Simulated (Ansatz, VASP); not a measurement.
**GaAs: VASP beside Ansatz**

```xyz
2
Lattice="0.0000 2.7754 2.7754 2.7754 0.0000 2.7754 2.7754 2.7754 0.0000" Properties=species:S:1:pos:R:3 pbc="T T T"
Ga    0.0000    0.0000    0.0000
As    1.3877    1.3877    1.3877
```

Alike in both runs: task single point; functional r2SCAN; k mesh 8 × 8 × 8; occupations gaussian, width 0.02 eV; no spin polarisation.

|  | VASP | Ansatz |
| --- | --- | --- |
| version | VASP 6.6.1 | Ansatz 0.2.0 |
| potentials or method | VASP PAW PBE potentials, release 64 (Ga_d, As) | scalar-relativistic, plane waves, PAW |
| plane-wave cutoff (eV) | 520 | 500 |
| valence electrons in the cell | 18 | 28 |

```tsv
	VASP	Ansatz	Ansatz less VASP
gap on the k mesh at the Fermi level (eV)	1.45	1.47	+0.020
least direct gap on the mesh (eV)	1.45	1.47	+0.020
pressure (GPa)	5.3	5.2	-0.15
```

The two sets of potentials don't hold the same shells in valence.

Caveats: the PAW data sets were made with another functional, which shifts forces and pressure a little (VASP). A k mesh can miss the band edges. r2SCAN opens gaps a little over a GGA but as a rule still falls short of measured ones.
